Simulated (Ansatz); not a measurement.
Input and command of a plane-wave DFT calculation in Ansatz:

```yaml
crystal:
  lattice:
    - [0.0, 2.48404, 2.3885]
    - [2.48404, 0.0, 2.3885]
    - [2.48404, 2.48404, 0.0]
  atoms:
    - { symbol: B, position: [0.0, 0.0, 0.0] }
    - { symbol: As, position: [0.75, 0.75, 0.75] }
basis:
  ecutwfc: 500
kpoints:
  mp_grid: { grid: [10, 10, 10] }
hamiltonian:
  xc: r2scan
scf:
  occupations: { method: gaussian, width: 0.05 }
output:
  forces: true
  stress: true
  eigenvalues: true
```

```bash
ansatz run input.yaml --threads 1 --pin off --max-ram 2560MiB --backend cpu --events-out ev --progress --plain --runs-dir out
```

Processor: AMD EPYC (Zen 3), 1 thread, on a host shared with other jobs.

Task: How long does it run, and how much memory does it take?

Result: About 27 s on 1 thread of AMD EPYC (Zen 3) (shared host), peak memory 0.45 GiB. It solves 13 bands at 102 k points (the mesh reduced by the symmetry that the task leaves, which can be less than the crystal's) with about 741 plane waves, in 6 SCF iterations.
